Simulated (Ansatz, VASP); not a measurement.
# Al35RuN36 (Ru_Al) in two plane-wave programs

One calculation is typed for both programs; each brings its own data sets. How far apart do they land? The cell is taken from a series of runs on this material, whose earlier steps may have relaxed, scaled, displaced or heated it; both programs get it as it stands.

Main program and level: Ansatz 0.2.0; plane waves, with VASP 6.6.1 beside it; single point at r2SCAN.

## (1) The structure

The cell holds 72 atoms: 35 Al, 36 N and 1 Ru. Cell: a = 9.320 Å, b = 9.320 Å, c = 9.956 Å, α = 90.0°, β = 90.0°, γ = 120.0°. It derives from AlN (AlN (P6_3mc)). Nearest the centre at fractional (0.444, 0.556, 0.500): Ru72 at 0.19 Å, N55 at 1.93 Å, N56 at 2.06 Å, N52 at 2.09 Å, N40 at 2.10 Å, N53 at 3.00 Å, Al22 at 3.05 Å, Al7 at 3.09 Å.

Structure file:

```cif
data_structure
_symmetry_space_group_name_H-M 'P 1'
_symmetry_Int_Tables_number 1
_cell_length_a 9.3196
_cell_length_b 9.3196
_cell_length_c 9.9565
_cell_angle_alpha 90.000
_cell_angle_beta 90.000
_cell_angle_gamma 120.000
_cell_volume 748.91
loop_
_atom_site_label
_atom_site_type_symbol
_atom_site_fract_x
_atom_site_fract_y
_atom_site_fract_z
_atom_site_occupancy
Al1 Al 0.22248 0.11232 0.24951 1
Al2 Al 0.10872 0.22130 0.50081 1
Al3 Al 0.22211 0.11163 0.75008 1
Al4 Al 0.11002 0.22152 0.99940 1
Al5 Al 0.21595 0.44278 0.24729 1
Al6 Al 0.10773 0.56000 0.50215 1
Al7 Al 0.21997 0.44281 0.75056 1
Al8 Al 0.11054 0.55673 0.99894 1
Al9 Al 0.22238 0.77903 0.24964 1
Al10 Al 0.11200 0.89190 0.49937 1
Al11 Al 0.22220 0.77881 0.75016 1
Al12 Al 0.11114 0.88965 0.00009 1
Al13 Al 0.55516 0.11060 0.25062 1
Al14 Al 0.44447 0.22027 0.50130 1
Al15 Al 0.55600 0.11070 0.74985 1
Al16 Al 0.44413 0.22144 0.99941 1
Al17 Al 0.55955 0.44267 0.24718 1
Al18 Al 0.55610 0.44273 0.75097 1
Al19 Al 0.44401 0.55521 0.00232 1
Al20 Al 0.55750 0.78252 0.24993 1
Al21 Al 0.44470 0.89055 0.50040 1
Al22 Al 0.55521 0.77728 0.74793 1
Al23 Al 0.44394 0.88894 0.99886 1
Al24 Al 0.88817 0.11069 0.25066 1
Al25 Al 0.77794 0.22305 0.49891 1
Al26 Al 0.88763 0.11082 0.74969 1
Al27 Al 0.77752 0.22231 0.00055 1
Al28 Al 0.88924 0.44553 0.25064 1
Al29 Al 0.78546 0.56018 0.50233 1
Al30 Al 0.88851 0.44390 0.75056 1
Al31 Al 0.77903 0.55672 0.99906 1
Al32 Al 0.88923 0.77903 0.24966 1
Al33 Al 0.77783 0.89064 0.50007 1
Al34 Al 0.88932 0.77887 0.75015 1
Al35 Al 0.77764 0.88899 0.99894 1
N36 N 0.22300 0.11399 0.44007 1
N37 N 0.11019 0.22149 0.18943 1
N38 N 0.22193 0.11171 0.94033 1
N39 N 0.11001 0.22152 0.69121 1
N40 N 0.19685 0.43791 0.43662 1
N41 N 0.11050 0.55736 0.18861 1
N42 N 0.22220 0.44507 0.94194 1
N43 N 0.11102 0.55622 0.69216 1
N44 N 0.22199 0.78055 0.44046 1
N45 N 0.11156 0.89007 0.19043 1
N46 N 0.22164 0.77881 0.94008 1
N47 N 0.11144 0.88973 0.69006 1
N48 N 0.55491 0.11167 0.44069 1
N49 N 0.44444 0.22145 0.18943 1
N50 N 0.55571 0.11144 0.94014 1
N51 N 0.44465 0.22132 0.69150 1
N52 N 0.57328 0.43709 0.43741 1
N53 N 0.44383 0.55425 0.19819 1
N54 N 0.55526 0.44504 0.94213 1
N55 N 0.44305 0.55194 0.69362 1
N56 N 0.56457 0.79815 0.43556 1
N57 N 0.44364 0.88927 0.18845 1
N58 N 0.55421 0.77620 0.94048 1
N59 N 0.44413 0.88841 0.69113 1
N60 N 0.88899 0.11175 0.44054 1
N61 N 0.77792 0.22270 0.19120 1
N62 N 0.88795 0.11142 0.94006 1
N63 N 0.77782 0.22239 0.69004 1
N64 N 0.88935 0.44637 0.44077 1
N65 N 0.78005 0.55727 0.18882 1
N66 N 0.88826 0.44421 0.94045 1
N67 N 0.77877 0.55620 0.69224 1
N68 N 0.89014 0.78038 0.44043 1
N69 N 0.77866 0.88929 0.18860 1
N70 N 0.88928 0.77878 0.94014 1
N71 N 0.77763 0.88861 0.69087 1
Ru72 Ru 0.43645 0.53817 0.48717 1
```

## (2) Ansatz: single point, r2SCAN

Ansatz runs on its PAW soft_1 files.

With cell and atoms fixed, the geometry can't cause a difference; cores, projectors, grids and the points listed under the comparison can.

Contents of input.yaml:

```yaml
crystal:
  checkpoint: "../q0_M3.relax.run"
  host: checkpoint
basis:
  ecutwfc: 500
  xc_grid: 2
hamiltonian:
  xc: r2scan
  pseudopotentials: { kind: paw, azcp: { folder: soft_1 } }
kpoints:
  mp_grid: { grid: [2, 2, 2], shift: [0.5, 0.5, 0.5] }
magnetization:
  spin_polarized: true
  initial_magnetization: 3
  spin_locking: { lock_magnetization: hard }
scf:
  occupations: { method: fermi_dirac, width: 0.01 }
  max_iter: 80
output:
  forces: true
  eigenvalues: true
  charged_corrections:
    epsilon: [4.49, 4.49, 4.72]
    static_epsilon: [8.15, 8.15, 9.65]
    defect_position: [0.444444, 0.555556, 0.499602]
  eigenstates: { localisation: true }
  populations: true
  efg: {}
checkpoint:
  read: "../q0_M3.relax.run"
  write: "../q0_M3.point.run"
  compress: false
  write_wavefunctions: false
  write_every: 100000
```

Started as:

```
$ ansatz run input.yaml --threads 4 --pin off --max-ram 15073MiB --backend cpu --events-out ev --progress --plain --runs-dir out
```

Numbers of over 12 decimals in the logs are rounded to 6 here.

The log of the run:

```text
Warning: This run holds its total moment fixed (magnetization.spin_locking.lock_magnetization: hard) and mixes its density by anderson or broyden (scf.mixing.algorithm, typed or taken by auto). Slabs with a fixed moment have converged under broyden above another state at the same moment, at the default mixing steps and at smaller ones, and under scf.lower_state_search: standard, light or off a state that such a mixer [...]
crystal.checkpoint: the structure is that of <dir>, a `relax` run, at its step 15: its result, under r2scan at a charge of 0 e; 72 atoms read, 1 with a starting moment; crystal.structure_sha256 for this input is
Ru: output.efg is read without spin–orbit coupling, which moves field gradients at and beside such atoms by some per cent and up to a factor of two; PAW files take it under magnetization.noncollinear and magnetization.spin_orbit
Engine: ansatz 0.2.0, aarch64-unknown-linux-gnu
Pseudopotentials: kind: paw
Pseudopotential: Al, paw, valence charge 3, recommended cutoff 500 eV (meta_gga), soft_1/Al.paw.azcp
Pseudopotential: N, paw, valence charge 5, recommended cutoff 500 eV (meta_gga), soft_1/N.paw.azcp
Pseudopotential: Ru, paw, valence charge 16, recommended cutoff 500 eV (meta_gga), soft_1/Ru.paw.azcp
Functional definition: r2SCAN
  parameter k0 = 0.174
  parameter k1 = 0.065
  parameter a1 = 4.9479
  exchange = r2scan_x(k0 = k0, k1 = k1, a1 = a1)
  correlation = r2scan_c
Crystal: 72 atoms, lattice volume = 748.907 Å³
Basis set: ecut = 500 eV, 18913 PW (Γ), exchange–correlation on 144×144×150 points (8 copies of the dense FFT grid, shifted against one another)
Bands: 224, of which v1, the nominal top of the filled ones, is band 151 counted from 1 (150 counted from 0)
Symmetry: 1 space group operations
Space group: P1 (ITA 1), of the structure as read, at distance tolerance 9.1e-5 Å
Magnetic group: BNS 1.1 (UNI 1), of the structure as read, at distance tolerance 9.1e-5 Å
k-points: 4 of 8 (time reversal used)
Non-local potential: Al, projectors of the file, l = 0: 2, l = 1: 2, l = 2: 1
Non-local potential: N, projectors of the file, l = 0: 2, l = 1: 2, l = 2: 1
Non-local potential: Ru, projectors of the file, l = 0: 3, l = 1: 2, l = 2: 2, l = 3: 1
PAW form: soft (Blöchl's): semilocal exchange-correlation on the pseudo side does not see the compensation charge
PAW frozen core: Al, regenerated for the run's functional (the file was generated under x = pbe(κ = 0.804, μ = 0.219515), c = pbe(β = 0.066725))
PAW frozen core: N, regenerated for the run's functional (the file was generated under x = pbe(κ = 0.804, μ = 0.219515), c = pbe(β = 0.066725))
PAW frozen core: Ru, regenerated for the run's functional (the file was generated under x = pbe(κ = 0.804, μ = 0.219515), c = pbe(β = 0.066725))
PAW one-centre angular grid: Al, 302 points (default); XC on 160 Gauss nodes
PAW one-centre angular grid: N, 302 points (default); XC on 160 Gauss nodes
PAW one-centre angular grid: Ru, 590 points (default); XC on 160 Gauss nodes
Initial density: read from a saved state, or passed on in memory by an earlier SCF of this step, an earlier step, the calling program or the single point that the run made first
Stability of the state it starts from, as read at its close in the collinear treatment: not read, because the mixer in use, unlike msr1, does not test its closes by its own steps (another_mixer); its run was given moments
Starting moments: Σ|m| = 3 μB on 1 of 72 sites; this step starts from the density that it was given
Initial wavefunctions: pseudopotential atomic-orbital guess — the wavefunctions supplied were not used: k-point sampling differs
Functional: x = r2scan, c = r2scan; τ floored in thin density (d = 2e-4 eV/Å³)
iter 1 solved again at ethr=4.41e-6 eV; its pass at ethr=3.10e-3 eV (dr2=1.33e-2 eV) is discarded
SCF iter   1: F=—  HF=-38768.517040 eV  |F-HF|=—  |Δ(HF+E_count)|=         —  Δρ=8.38e-4 (↑8.15e-4 ↓8.38e-4)  dr2=1.15e-2  dr2_τ=2.56e-4  dr2_m=6.44e-4  M=3.000 μB ∫|m|=3.132 μB  β_m=1.20  ethr=4.41e-6  ⟨swp⟩=7.6  Hψ=12868  notcnv=0
preconditioner: auto → Resta (q_TF=auto, 2.344 Å⁻¹)  ε∞=3.8  [insulator: Δε(μ)=0.731 eV  Ē_g=13.954 eV  σ=0.010 eV  W_gap=1.00  n_scr=162 (ndim 8)  ℏωp=23.2 eV  f_vac=0.000  D(μ)=0.00/eV (n_scr^D=0)  ε∞_Penn≈3.8]
spin=Collinear: Resta preconditioning applied to the charge; magnetization (m = ρ↑ − ρ↓) channel mixes plain (no charge-response kernel on spin).
[...]
k-point 1 ↑: bands = [... 147 lower, 6.8904, 7.6193, 8.1897, 9.0632, 9.1500, 10.0818, 13.1461, 13.1699, ... 69 higher]
  k-point 2 ↑: bands = [... 147 lower, 6.9103, 7.5741, 8.1947, 9.1093, 9.2753, 10.0806, 12.6571, 13.0426, ... 69 higher]
  k-point 3 ↓: bands = [... 147 lower, 6.9290, 8.9681, 9.7024, 10.6710, 10.8772, 11.0533, 12.7285, 13.1343, ... 69 higher]
--- Löwdin populations: 72 sites ---
  site symbol       q [e]    m [muB]
     0     Al      1.8620     0.0001
     1     Al      1.8874     0.0243
     2      N      6.0681     0.0137
     3      N      6.0709     0.0004
     4     Al      1.8632     0.0009
     5     Al      1.8647     0.0003
     6      N      6.0694     0.0000
     7      N      6.0697     0.0025
     8     Al      1.8836     0.0051
     9     Al      1.8806     0.0130
    10      N      5.9825     0.1975
    11      N      6.0722     0.0041
    12     Al      1.8767     0.0058
    13     Al      1.8637     0.0004
    14      N      6.0646     0.0010
    15      N      6.0695     0.0006
    16     Al      1.8615     0.0002
    17     Al      1.8676     0.0009
    18      N      6.0693     0.0017
    19      N      6.0692     0.0008
    20     Al      1.8645     0.0003
    21     Al      1.8628     0.0002
    22      N      6.0709     0.0006
    23      N      6.0681    -0.0000
[...]
64     Al      1.8616     0.0002
    65     Al      1.8793     0.0090
    66      N      6.0695     0.0019
    67      N      6.0710     0.0018
    68     Al      1.8645     0.0004
    69     Al      1.8657     0.0002
    70      N      6.0707     0.0006
    71      N      6.0699     0.0006
  spilling = 0.008265 (of n_electrons = 301.000000)
```

## (3) VASP: single point, r2SCAN

The same cell, functional, mesh and smearing now go to VASP, with its own data sets.

Lines of VASP's logs that name or quote its potential files are left out, and so is its time.

Contents of INCAR:

```
SYSTEM = Al35RuN36
PREC = Accurate
ENCUT = 580
EDIFF = 1E-06
NELM = 200
ISMEAR = -1
SIGMA = 0.01
LREAL = Auto
ALGO = Normal
METAGGA = R2SCAN
LASPH = .TRUE.
NBANDS = 200
ISPIN = 2
MAGMOM = 0 0 0 0 0 0 0 0 0 0 0 0 -0 0 0 0 0 0 -0 0 0 0 0 -0 -0 0 0 -0 0 0 0 0 0 0 0 0.01 0 0 0 0.13 0 0 0 0 0 0 -0 0.01 0 0 0 0.13 -0 0 0.02 0.14 0 -0 0 0.01 0 0 -0 0.02 0 0 0 0 0 0 0 1.48
LMAXMIX = 4
LORBIT = 11
LWAVE = .FALSE.
LCHARG = .FALSE.
ISIF = 2
ISYM = 0
NUPDOWN = 3
GGA_COMPAT = .FALSE.
LMIXTAU = .TRUE.
KPAR = 4
```

Contents of POSCAR:

```
Al35RuN36
1.0
    9.3195655359      0.0000000860      0.0000000000
   -4.6597828424      8.0709804634      0.0000000000
    0.0000000000      0.0000000000      9.9564777190
Al N Ru
35 36 1
Direct
    0.2224771682      0.1123201550      0.2495103667
    0.1087158665      0.2213015737      0.5008146209
    0.2221125560      0.1116293763      0.7500786514
    0.1100196046      0.2215157573      0.9993957232
    0.2159471222      0.4427837449      0.2472879234
    0.1077250723      0.5599978370      0.5021548894
    0.2199704590      0.4428129316      0.7505591901
    0.1105406568      0.5567262251      0.9989368060
    0.2223813633      0.7790278647      0.2496435800
    0.1119977534      0.8918954921      0.4993703784
    0.2222017474      0.7788119963      0.7501639252
    0.1111362461      0.8896513443      0.0000898564
    0.5551571564      0.1105976432      0.2506152797
    0.4444658512      0.2202730581      0.5013031993
    0.5560025542      0.1106966041      0.7498478447
    0.4441254009      0.2214355575      0.9994108258
    0.5595460471      0.4426686881      0.2471830400
    0.5560999149      0.4427318398      0.7509686208
    0.4440104589      0.5552075180      0.0023160845
    0.5574978331      0.7825172792      0.2499301321
    0.4446990521      0.8905518652      0.5003995071
    0.5552135585      0.7772805930      0.7479338765
    0.4439375362      0.8889429920      0.9988561282
    0.8881651505      0.1106937109      0.2506562505
    0.7779368204      0.2230506005      0.4989147109
    0.8876317082      0.1108171603      0.7496862532
    0.7775150876      0.2223147941      0.0005466062
    0.8892429650      0.4455347901      0.2506401579
    0.7854583774      0.5601777239      0.5023307881
    0.8885111256      0.4438972164      0.7505578114
    0.7790269949      0.5567213622      0.9990551244
    0.8892343236      0.7790297174      0.2496581594
    0.7778279856      0.8906417751      0.5000722140
    0.8893216338      0.7788655700      0.7501466440
    0.7776447323      0.8889943203      0.9989417483
    0.2230010642      0.1139890635      0.4400656769
    0.1101875860      0.2214867167      0.1894313612
    0.2219278261      0.1117097332      0.9403332221
    0.1100140737      0.2215180208      0.6912103349
    0.1968531986      0.4379079988      0.4366198160
    0.1104953529      0.5573601254      0.1886070023
    0.2222014849      0.4450717286      0.9419356744
    0.1110204745      0.5562159451      0.6921552640
    0.2219925678      0.7805467682      0.4404596186
    0.1115575650      0.8900702005      0.1904294921
    0.2216368937      0.7788120721      0.9400848050
    0.1114397726      0.8897338398      0.6900550431
    0.5549092644      0.1116650975      0.4406934561
    0.4444401582      0.2214538942      0.1894269372
    0.5557147688      0.1114441741      0.9401380992
    0.4446483085      0.2213174207      0.6915019042
    0.5732816929      0.4370947198      0.4374105025
    0.4438332531      0.5542470742      0.1981928301
    0.5552621266      0.4450389783      0.9421292240
    0.4430518600      0.5519419996      0.6936157141
    0.5645707420      0.7981451447      0.4355622601
    0.4436410653      0.8892709985      0.1884534100
    0.5542055349      0.7762046770      0.9404829676
    0.4441296640      0.8884137437      0.6911253283
    0.8889902396      0.1117534644      0.4405404712
    0.7779166972      0.2227016990      0.1911972156
    0.8879503559      0.1114187434      0.9400601798
    0.7778153453      0.2223904554      0.6900383026
    0.8893527751      0.4463710904      0.4407714217
    0.7800545591      0.5572657273      0.1888191527
    0.8882630658      0.4442063224      0.9404521315
    0.7787679928      0.5561995618      0.6922400156
    0.8901404328      0.7803770039      0.4404348419
    0.7786625472      0.8892945940      0.1885964922
    0.8892777229      0.7787814597      0.9401360408
    0.7776349019      0.8886106194      0.6908657277
    0.4364490321      0.5381719466      0.4871652091
```

Contents of KPOINTS:

```
Points of the shifted mesh
8
Reciprocal
 0.2500000000  0.2500000000  0.2500000000 1
 0.2500000000  0.2500000000  0.7500000000 1
 0.2500000000  0.7500000000  0.2500000000 1
 0.2500000000  0.7500000000  0.7500000000 1
 0.7500000000  0.2500000000  0.2500000000 1
 0.7500000000  0.2500000000  0.7500000000 1
 0.7500000000  0.7500000000  0.2500000000 1
 0.7500000000  0.7500000000  0.7500000000 1
```

The projector-augmented-wave data sets are Al, N and Ru_pv (PBE family, release 64).

Started as:

```
$ mpirun -np 8 vasp_std
```

The log of the run:

```text
[banner, memory and clock lines left out]
running    8 mpi-ranks, on    1 nodes
[...]
|                                                                             |
|           W    W    AA    RRRRR   N    N  II  N    N   GGGG   !!!           |
|           W    W   A  A   R    R  NN   N  II  NN   N  G    G  !!!           |
|           W    W  A    A  R    R  N N  N  II  N N  N  G       !!!           |
|           W WW W  AAAAAA  RRRRR   N  N N  II  N  N N  G  GGG   !            |
|           WW  WW  A    A  R   R   N   NN  II  N   NN  G    G                |
|           W    W  A    A  R    R  N    N  II  N    N   GGGG   !!!           |
|                                                                             |
|     For optimal performance we recommend to set                             |
|       NCORE = 2 up to number-of-cores-per-socket                            |
|     NCORE specifies how many cores store one orbital (NPAR=cpu/NCORE).      |
|     This setting can greatly improve the performance of VASP for DFT.       |
[...]
|                                                                             |
|     You enforced a specific xc type in the INCAR file but a different       |
|     [... a line on the potential file left out ...]
|     I HOPE YOU KNOW WHAT YOU ARE DOING!                                     |
|                                                                             |

 LDA part: xc-table for (None), standard interpolation
 POSCAR, INCAR and KPOINTS ok, starting setup
[...]
entering main loop
       N       E                     dE             d eps       ncg     rms          rms(c)
DAV:   1     0.132165292212E+04    0.13217E+04   -0.15614E+05  6472   0.154E+03
DAV:   2    -0.702217928421E+03   -0.20239E+04   -0.19348E+04  7880   0.316E+02
DAV:   3    -0.863281351467E+03   -0.16106E+03   -0.15962E+03  7664   0.953E+01
DAV:   4    -0.866165474446E+03   -0.28841E+01   -0.28690E+01  7616   0.133E+01
[...]
DAV:  19    -0.703559714400E+03   -0.47851E-05   -0.41735E-06  5232   0.521E-03    0.768E-03
DAV:  20    -0.703559716208E+03   -0.18087E-05   -0.33449E-06  4248   0.356E-03    0.669E-03
DAV:  21    -0.703559715631E+03    0.57710E-06   -0.36737E-06  4208   0.361E-03
   1 F= -.70355972E+03 E0= -.70355972E+03  d E =-.922889E-11  mag=     3.0000
```

From OUTCAR (step 3):

```text
  FREE ENERGIE OF THE ION-ELECTRON SYSTEM (eV)
  ---------------------------------------------------
  free  energy   TOTEN  =      -703.5597156312 eV

  energy  without entropy=     -703.5597156312  energy(sigma->0) =     -703.55971563

 magnetization (x)
# of ion       s       p       d       tot
------------------------------------------
    1       -0.000   0.000   0.000   0.000
    2        0.002   0.004   0.000   0.006
    3        0.000   0.000   0.000   0.000
    4        0.000   0.000   0.000   0.000
    5        0.001   0.002   0.000   0.003
    6        0.001   0.003   0.000   0.004
    7        0.002   0.003   0.000   0.005
    8        0.000   0.000   0.000   0.000
    9       -0.000   0.000   0.000   0.000
   10        0.000   0.000   0.000   0.001
   11        0.000   0.000   0.000   0.000
   12        0.000   0.000   0.000   0.000
   13       -0.000  -0.000   0.000  -0.000
[...]
--------------------------------------------------
tot          0.073   0.518   1.906   2.497
```

The cell holds one magnetic atom, so no antiferromagnetic order fits into it.

## (4) Comparison

Known differences besides the potentials themselves: VASP starts from the moments at which Ansatz ended; VASP keeps PBE cores, Ansatz makes them for the functional; the data sets hold 301 valence electrons in Ansatz (on its PAW soft_1 files) and 299 in VASP; the cutoff is 500 eV in Ansatz and 580 eV in VASP (PREC = Accurate, projectors in real space); site moments are counted in spheres of each program's own size. Total energies have different zeros and are not compared.

Compared:

```
                             quantity  Ansatz  VASP  difference
total moment, fixed by the input (μB)    3.00  3.00        0.00
                  moment on Ru72 (μB)    1.48  2.00       -0.52
                   moment on N56 (μB)    0.14  0.13       +0.01
                   moment on N52 (μB)    0.13  0.12       +0.01
                   moment on N40 (μB)    0.13  0.12       +0.01
```

Forces on 7 of the 72 atoms, those with the largest forces and the largest differences (eV/Å; atoms numbered as in POSCAR):

| atom | Ansatz x, y, z | VASP x, y, z |
| --- | --- | --- |
| Al25 | -0.052, 0.027, -0.011 | -0.054, 0.029, -0.016 |
| N40 | 0.026, 0.022, 0.060 | -0.004, -0.018, 0.045 |
| N44 | 0.054, -0.036, 0.025 | 0.055, -0.036, 0.024 |
| N52 | 0.069, 0.022, 0.024 | 0.108, -0.019, -0.001 |
| N55 | -0.044, -0.007, 0.042 | -0.047, 0.000, 0.053 |
| N56 | 0.070, 0.016, -0.052 | 0.074, 0.020, -0.047 |
| Ru72 | -0.080, -0.080, -0.026 | -0.083, -0.014, 0.026 |

The forces differ by 8.7 meV/Å r.m.s., which is 30.1 % of the r.m.s. force of 0.029 eV/Å (both taken over all components).

## (5) What came out

```
difference in moment on Ru72 (single point, r2SCAN) : -0.52 μB
r.m.s. force difference (single point, r2SCAN)      : 8.7 meV/Å
```

The r.m.s. force difference is 8.7 meV/Å (single point, r2SCAN), within the 12 meV/Å picked in this series as the mark of a large difference. The data sets hold unlike numbers of valence electrons (301 in Ansatz and 299 in VASP), so part of the differences comes from the potentials. How closely two codes agree says nothing of how well the functional describes the real material.

[Lines on the potential files, build, host, timing and source positions are cut from VASP's logs without a mark.]

[Logs are printed without paths, hosts, clocks, repeated set-up lines and the standing remarks that a program may print on its own settings, such as how far it seeks lower states.]

[Hosts, paths, dates, database ids (printed as entryN), source tags and the programs' standing remarks are cut or masked in the printed files.]
